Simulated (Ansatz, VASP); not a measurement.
**V: VASP beside Ansatz**

The input INCAR:

```
SYSTEM = V
PREC     = Accurate       ! precision mode
ENCUT    = 520            ! plane-wave cutoff, eV
EDIFF    = 1E-7           ! SCF threshold, eV
ISMEAR   = -1             ! smearing method
SIGMA    = 0.1            ! smearing width, eV
LREAL    = .False.        ! projectors in reciprocal space
LASPH    = .True.         ! aspherical terms in the spheres
NELM     = 60             ! most SCF steps
ALGO     = Normal         ! electronic algorithm
ISIF     = 2              ! what is computed and relaxed
LWAVE    = .False.        ! write WAVECAR
LCHARG   = .False.        ! write CHGCAR
GGA      = PS             ! functional
NBANDS   = 12             ! bands
```

File KPOINTS:

```
Automatic mesh
0
Gamma
  15 15 15
  0 0 0
```

POSCAR

```
V
1.0
    2.4107238170      0.0000000000      0.0000000000
    0.0000000000      2.4107238170      0.0000000000
    0.0000000000      0.0000000000      2.4107238170
V
1
Direct
    0.0000000000      0.0000000000      0.0000000000
```

Input for Ansatz:

```yaml
crystal:
  lattice:
    - [2.410723817, 0.0, 0.0]
    - [0.0, 2.410723817, 0.0]
    - [0.0, 0.0, 2.410723817]
  atoms:
    - { symbol: V, position: [0.0, 0.0, 0.0] }
hamiltonian:
  xc: pbesol
  pseudopotentials:
    kind: paw
    azcp:
      V: "pseudopotentials/V.paw.azcp"
basis:
  ecutwfc: 420
  fft_grid_basis: typed
kpoints:
  mp_grid: { grid: [15, 15, 15], shift: [0, 0, 0] }
magnetization:
  spin_polarized: false
scf:
  occupations: { method: fermi_dirac, width: 0.1 }
  lower_state_search: "off"
output:
  stress: true
```

Alike in both runs: task single point; functional PBEsol; k mesh 15 × 15 × 15; occupations fermi-dirac, width 0.1 eV; no spin polarisation.

```csv
,VASP,Ansatz
version,VASP 6.6.1,Ansatz 0.2.0
potentials or method,"VASP PAW PBE potentials, release 64 (V_sv)","plane waves (420 eV) with PAW, scalar-relativistic"
plane-wave cutoff (eV),520,420
valence electrons in the cell,13,13
```

Ansatz gave:

- pressure (GPa): 0.8

Question: What did VASP give for the same quantities?

Answer: Pressure (GPa): 1.1.

The functional is the same, so the differences come from potentials, cutoffs and numerics. Ansatz warned: «pseudo_functional_mismatch».

Caveats: the PAW data sets were made with another functional, which shifts forces and pressure a little (VASP).
